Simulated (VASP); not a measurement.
# SnO2 (Pa-3) in VASP: reference runs

Aim: a first look at SnO2 with PBE, on the cell as given and on a disturbed one.

All numbers are computed with VASP 6.6.1; they aren't measurements. Logs are shortened: lines on timing, memory, paths and dates and some standing lists are left out, and cuts for length are marked.

## Step 1: The structure

It takes space group Pa-3 (No. 205, cubic). Conventional cell: a = 5.175 Å, b = 5.175 Å, c = 5.175 Å, α = 90.00°, β = 90.00°, γ = 90.00°. Sn (site symmetry -3) is surrounded by 6 O at 2.11 Å. O (site symmetry 3) has 3 Sn at 2.11 Å as nearest neighbours.

Measurements of this composition are mostly on another form, of space group No. 136.

## Step 2: Single point, PBE

The input, INCAR:

```
PREC = Accurate ; ENCUT = 520
EDIFF = 1E-7 ; ISMEAR = -1
SIGMA = 0.05 ; LREAL = False
LASPH = True ; NELM = 60
ALGO = Normal ; ISIF = 2
LWAVE = False ; LCHARG = False
GGA = PE ; NBANDS = 64
```

The input, KPOINTS:

```
regular mesh
0
Gamma
  5 5 5
```

The input, POSCAR:

```
SnO2
1.0
    5.1752560000      0.0000000000      0.0000000000
    0.0000000000      5.1752560000      0.0000000000
    0.0000000000      0.0000000000      5.1752560000
Sn O
4 8
Direct
    0.0000000000      0.0000000000      0.0000000000
    0.5000000000      0.0000000000      0.5000000000
    0.5000000000      0.5000000000      0.0000000000
    0.0000000000      0.5000000000      0.5000000000
    0.6610980000      0.8389020000      0.1610980000
    0.8389020000      0.1610980000      0.6610980000
    0.1610980000      0.6610980000      0.8389020000
    0.3389020000      0.3389020000      0.3389020000
    0.6610980000      0.6610980000      0.6610980000
    0.8389020000      0.3389020000      0.1610980000
    0.1610980000      0.8389020000      0.3389020000
    0.3389020000      0.1610980000      0.8389020000
```

Potentials or basis: VASP PAW PBE potentials, release 64 (Sn_d, O).

Command:

```console
> cat potpaw_PBE.64/Sn_d/POTCAR potpaw_PBE.64/O/POTCAR > POTCAR
> mpirun -np 1 vasp_std > vasp.out
```

OUTCAR:

```text
PREC = Accurate
   ENCUT = 520
   EDIFF = 1E-7
   ISMEAR = -1
   LREAL = False
   LASPH = True
   NELM = 60
   ISIF = 2
   GGA = PE

 ion  position               nearest neighbor table
   1  0.000  0.000  0.000-   5 2.11   6 2.11   7 2.11  10 2.11  11 2.11  12 2.11   2 3.66   3 3.66
                             4 3.66   2 3.66   4 3.66   3 3.66   4 3.66   4 3.66   2 3.66   3 3.66
   2  0.500  0.000  0.500-   5 2.11   6 2.11   8 2.11   9 2.11  11 2.11  12 2.11   1 3.66   3 3.66
                             4 3.66   1 3.66   3 3.66   3 3.66   4 3.66   3 3.66   1 3.66   4 3.66
   3  0.500  0.500  0.000-   5 2.11   7 2.11   8 2.11   9 2.11  10 2.11  12 2.11   1 3.66   2 3.66
                             4 3.66   2 3.66   4 3.66   1 3.66   2 3.66   2 3.66   1 3.66   4 3.66
   4  0.000  0.500  0.500-   6 2.11   7 2.11   8 2.11   9 2.11  10 2.11  11 2.11   1 3.66   2 3.66
                             3 3.66   1 3.66   3 3.66   1 3.66   2 3.66   1 3.66   2 3.66   3 3.66
   5  0.661  0.839  0.161-   1 2.11   2 2.11   3 2.11
   6  0.839  0.161  0.661-   1 2.11   2 2.11   4 2.11
   7  0.161  0.661  0.839-   1 2.11   3 2.11   4 2.11
   8  0.339  0.339  0.339-   2 2.11   3 2.11   4 2.11
   9  0.661  0.661  0.661-   2 2.11   3 2.11   4 2.11
  10  0.839  0.339  0.161-   1 2.11   3 2.11   4 2.11
  11  0.161  0.839  0.339-   1 2.11   2 2.11   4 2.11
  12  0.339  0.161  0.839-   1 2.11   2 2.11   3 2.11

  LATTYP: Found a simple cubic cell.
 ALAT       =     5.1752560000

  Lattice vectors:

 A1 = (   5.1752560000,   0.0000000000,   0.0000000000)
 A2 = (   0.0000000000,   5.1752560000,   0.0000000000)
 A3 = (   0.0000000000,   0.0000000000,   5.1752560000)

Analysis of symmetry for initial positions (statically):
=====================================================================
 Subroutine PRICEL returns:
 Original cell was already a primitive cell.

 Routine SETGRP: Setting up the symmetry group for a
 simple cubic supercell.

 Subroutine GETGRP returns: Found 24 space group operations
 (whereof  6 operations were pure point group operations)
 out of a pool of 48 trial point group operations.

The static configuration has the point symmetry S_6 .
 The point group associated with its full space group is T_h .

Analysis of symmetry for dynamics (positions and initial velocities):
=====================================================================
 Subroutine PRICEL returns:
 Original cell was already a primitive cell.

 Routine SETGRP: Setting up the symmetry group for a
 simple cubic supercell.

 Subroutine GETGRP returns: Found 24 space group operations
 (whereof  6 operations were pure point group operations)
 out of a pool of 48 trial point group operations.

The dynamic configuration has the point symmetry S_6 .
 The point group associated with its full space group is T_h .

 Subroutine INISYM returns: Found 24 space group operations
 (whereof  6 operations are pure point group operations),
 and found     1 'primitive' translations

----------------------------------------------------------------------------------------

                                     Primitive cell

  volume of cell :     138.6103

  direct lattice vectors                    reciprocal lattice vectors
     5.175256000  0.000000000  0.000000000     0.193227156  0.000000000  0.000000000
     0.000000000  5.175256000  0.000000000     0.000000000  0.193227156  0.000000000
     0.000000000  0.000000000  5.175256000     0.000000000  0.000000000  0.193227156

  length of vectors
     5.175256000  5.175256000  5.175256000     0.193227156  0.193227156  0.193227156

  position of ions in fractional coordinates (direct lattice)
     0.000000000  0.000000000  0.000000000
     0.500000000  0.000000000  0.500000000
     0.500000000  0.500000000  0.000000000
     0.000000000  0.500000000  0.500000000
     0.661098000  0.838902000  0.161098000
     0.838902000  0.161098000  0.661098000
     0.161098000  0.661098000  0.838902000
     0.338902000  0.338902000  0.338902000
     0.661098000  0.661098000  0.661098000
     0.838902000  0.338902000  0.161098000
     0.161098000  0.838902000  0.338902000
     0.338902000  0.161098000  0.838902000

  ion indices of the primitive-cell ions
   primitive index   ion index
                 1           1
                 2           2
                 3           3
                 4           4
                 5           5
                 6           6
                 7           7
                 8           8
                 9           9
                10          10
                11          11
                12          12

----------------------------------------------------------------------------------------

 KPOINTS: regular mesh

Automatic generation of k-mesh.
 Grid dimensions read from file:
 generate k-points for:    5    5    5

 Generating k-lattice:

  Cartesian coordinates                     Fractional coordinates (reciprocal lattice)
     0.038645431  0.000000000  0.000000000     0.200000000  0.000000000  0.000000000
     0.000000000  0.038645431  0.000000000     0.000000000  0.200000000  0.000000000
     0.000000000  0.000000000  0.038645431     0.000000000  0.000000000  0.200000000

  Length of vectors
     0.038645431  0.038645431  0.038645431

  Shift w.r.t. Gamma in fractional coordinates (k-lattice)
     0.000000000  0.000000000  0.000000000

 Subroutine IBZKPT returns following result:
 ===========================================

 Found     11 irreducible k-points:

 Following reciprocal coordinates:
            Coordinates               Weight
  0.000000  0.000000  0.000000      1.000000
  0.200000  0.000000  0.000000      6.000000
  0.400000  0.000000  0.000000      6.000000
  0.200000  0.200000  0.000000     12.000000
  0.400000  0.200000  0.000000     12.000000
 -0.200000  0.400000  0.000000     12.000000
  0.400000  0.400000  0.000000     12.000000
  0.200000  0.200000  0.200000      8.000000
  0.400000  0.200000  0.200000     24.000000
  0.400000  0.400000  0.200000     24.000000
  0.400000  0.400000  0.400000      8.000000
   k-points           NKPTS =     11   k-points in BZ     NKDIM =     11   number of bands    NBANDS=     64
   number of dos      NEDOS =    301   number of ions     NIONS =     12
   total plane-waves  NPLWV =  64000
   dimension x,y,z NGX =    40 NGY =   40 NGZ =   40
   dimension x,y,z NGXF=    80 NGYF=   80 NGZF=   80
   ions per type =               4   8
   NGX,Y,Z   is equivalent  to a cutoff of  12.85, 12.85, 12.85 a.u.
   NGXF,Y,Z  is equivalent  to a cutoff of  25.70, 25.70, 25.70 a.u.
 SYSTEM =  unknown system
   PREC   = accura    normal or accurate (medium, high low for compatibility)
   ISTART =      0    job   : 0-new  1-cont  2-samecut
   ICHARG =      2    charge: 1-file 2-atom 10-const
   ISPIN  =      1    spin polarized calculation?
   LNONCOLLINEAR =      F non collinear calculations
   LSORBIT =      F    spin-orbit coupling
   LASPH  =      T    aspherical Exc in radial PAW
   ENCUT  =  520.0 eV  38.22 Ry    6.18 a.u.   9.62  9.62  9.62*2*pi/ulx,y,z
   NELM   =     60;   NELMIN=  2; NELMDL= -5     # of ELM steps
   EDIFF  = 0.1E-06   stopping-criterion for ELM
   LREAL  =      F    real-space projection
   EDIFFG = 0.1E-05   stopping-criterion for IOM
   NSW    =      0    number of steps for IOM
   IBRION =     -1    ionic relax: 0-MD 1-quasi-New 2-CG
   NFREE  =      0    steps in history (QN), initial steepest desc. (CG)
   ISIF   =      2    stress and relaxation
   ISYM   =      2    0-nonsym 1-usesym 2-fastsym
   POTIM  = 0.5000    time-step for ionic-motion
   TEBEG  =    0.0;   TEEND  =   0.0 temperature during run
   PSTRESS=    0.0 pullay stress
   NELECT =     104.0000    total number of electrons
   NUPDOWN=      -1.0000    fix difference up-down
   EMIN   =  10.00;   EMAX   =-10.00  energy-range for DOS
   EFERMI =   0.00;   METHOD = LEGACY
   ISMEAR =    -1;   SIGMA  =   0.05  broadening in eV -4-tet -1-fermi 0-gaus
   EFERMI_NEDOS =   21; number of points for ismear=-14 and -15
   IALGO  =     38    algorithm
   IMIX   =      4    mixing-type and parameters
     AMIX     =   0.40;   BMIX     =  1.00
     AMIX_MAG =   1.60;   BMIX_MAG =  1.00
  volume/ion in A,a.u.               =      11.55        77.95
  Fermi-wavevector in a.u.,A,eV,Ry     =   1.487604  2.811165 30.109240  2.212967
  Thomas-Fermi vector in A             =   2.600744
   LORBIT       =      0    0 simple, 1 ext, 2 COOP (PROOUT), +10 PAW based schemes
   GGA     = PE    functional components
   LHFCALC =     F    Hartree Fock is set to
   AEXX    =    0.0000 exact exchange contribution
   IVDW    =     0    specifies the selected vdW correction
   LEPSILON=     F    determine dielectric tensor
   LRPA    =     F    only Hartree local field effects (RPA)
 non-spin polarized calculation
  energy-cutoff  :      520.00
  volume of cell :      138.61
 maximum number of plane-waves:      3759
 NGX is ok and might be reduce to    40
   NGX = 19   NGY = 19   NGZ = 19

 number of electron     103.9999973 magnetization

 Free energy of the ion-electron system (eV)
  ---------------------------------------------------
  ext. energy  EPLUGINS =         0.00000000
  ---------------------------------------------------
  free energy    TOTEN  =       -73.41628617 eV

  energy without entropy =      -73.41600801  energy(sigma->0) =      -73.41614709

 E-fermi :   6.9250     XC(G=0): -11.6228

 val. band max:        6.5467025441   @ k =   0.4000   0.0000   0.0000
 cond. band min:       7.1090092965   @ k =   0.0000   0.0000   0.0000
 fundamental gap:      0.5623067524
 Fermi energy:         6.9249785679

 k-point     1 :       0.0000    0.0000    0.0000
  band No.  band energies     occupation
      1     -14.2511      2.00000
      2     -14.2511      2.00000
      3     -14.2511      2.00000
      4     -13.5777      2.00000
      5     -13.5777      2.00000
      6     -13.5777      2.00000
[... 56 lines left out ...]
     63      15.2763      0.00000
     64      17.8885      0.00000

 k-point     2 :       0.2000    0.0000    0.0000
  band No.  band energies     occupation
      1     -14.2091      2.00000
      2     -14.2068      2.00000
      3     -14.1967      2.00000
      4     -13.6247      2.00000
      5     -13.6098      2.00000
      6     -13.6089      2.00000
[... 56 lines left out ...]
     63      15.4485      0.00000
     64      17.3583      0.00000

 k-point     3 :       0.4000    0.0000    0.0000
  band No.  band energies     occupation
      1     -14.1137      2.00000
      2     -14.1104      2.00000
      3     -14.0423      2.00000
      4     -13.8208      2.00000
      5     -13.7330      2.00000
      6     -13.7258      2.00000
[... 525 lines left out ...]
     63      16.9826      0.00000
     64      17.3722      0.00000

 k-point    11 :       0.4000    0.4000    0.4000
  band No.  band energies     occupation
      1     -14.1352      2.00000
      2     -14.0902      2.00000
      3     -14.0902      2.00000
      4     -14.0769      2.00000
      5     -13.6040      2.00000
      6     -13.6040      2.00000
[... 56 lines left out ...]
     63      17.2528      0.00000
     64      17.7396      0.00000

------------------------ aborting loop because EDIFF is reached ----------------------------------------

  FORCE on cell =-STRESS in cart. coord.  units (eV):
  Direction    XX          YY          ZZ          XY          YZ          ZX
  --------------------------------------------------------------------------------------
  -------------------------------------------------------------------------------------
  Total       -0.0284110     -0.0284110     -0.0284110      0.0000000      0.0000000     -0.0000000
  in kB       -0.3283984     -0.3283984     -0.3283984      0.0000000      0.0000000     -0.0000000
  external PRESSURE =      -0.3283984 kB  Pullay stress =       0.0000000 kB

 VOLUME and BASIS-vectors are now :
 -----------------------------------------------------------------------------
  energy-cutoff  :      520.00
  volume of cell :      138.61
      direct lattice vectors                 reciprocal lattice vectors
     5.175256000  0.000000000  0.000000000     0.193227156  0.000000000  0.000000000
     0.000000000  5.175256000  0.000000000     0.000000000  0.193227156  0.000000000
     0.000000000  0.000000000  5.175256000     0.000000000  0.000000000  0.193227156

 POSITION                                       TOTAL-FORCE (eV/Angst)
 -----------------------------------------------------------------------------------
      0.00000      0.00000      0.00000        -0.000000     -0.000000      0.000000
      2.58763      0.00000      2.58763        -0.000000     -0.000000      0.000000
      2.58763      2.58763      0.00000        -0.000000     -0.000000      0.000000
      0.00000      2.58763      2.58763        -0.000000     -0.000000      0.000000
      3.42135      4.34153      0.83372        -0.002516      0.002516     -0.002516
      4.34153      0.83372      3.42135         0.002516     -0.002516     -0.002516
      0.83372      3.42135      4.34153        -0.002516     -0.002516      0.002516
      1.75390      1.75390      1.75390         0.002516      0.002516      0.002516
      3.42135      3.42135      3.42135        -0.002516     -0.002516     -0.002516
      4.34153      1.75390      0.83372         0.002516      0.002516     -0.002516
      0.83372      4.34153      1.75390        -0.002516      0.002516      0.002516
      1.75390      0.83372      4.34153         0.002516     -0.002516      0.002516
 -----------------------------------------------------------------------------------
    total drift:                                0.000000      0.000000     -0.000000

  FREE ENERGIE OF THE ION-ELECTRON SYSTEM (eV)
  ---------------------------------------------------
  free  energy   TOTEN  =       -73.4162861664 eV

  energy  without entropy=      -73.4160080070  energy(sigma->0) =      -73.41614709
```

Run time: 70 s. Hardware: 1 thread of Intel Xeon 6975P-C (Granite Rapids), shared host; peak memory 0.26 GiB.

Results:

- Free energy: -73.4163 eV
- Pressure: 0.0 GPa
- Largest force: 0.004 eV/Å
- Band gap on the k mesh: 0.56 eV, indirect (least direct gap 0.62 eV)

Forces in eV/Å, atoms in the order of the input:
```
Sn   0.000  0.000  0.000
Sn   0.000  0.000  0.000
Sn   0.000  0.000  0.000
Sn   0.000  0.000  0.000
O   -0.003  0.003 -0.003
O    0.003 -0.003 -0.003
O   -0.003 -0.003  0.003
O    0.003  0.003  0.003
O   -0.003 -0.003 -0.003
O    0.003  0.003 -0.003
O   -0.003  0.003  0.003
O    0.003 -0.003  0.003
```

Caveat: spin-orbit coupling is left out, which moves the levels of the heavy elements; an odd mesh through Γ misses points on the zone boundary, where band edges often lie.

(Part 1 of 2 ends here.)
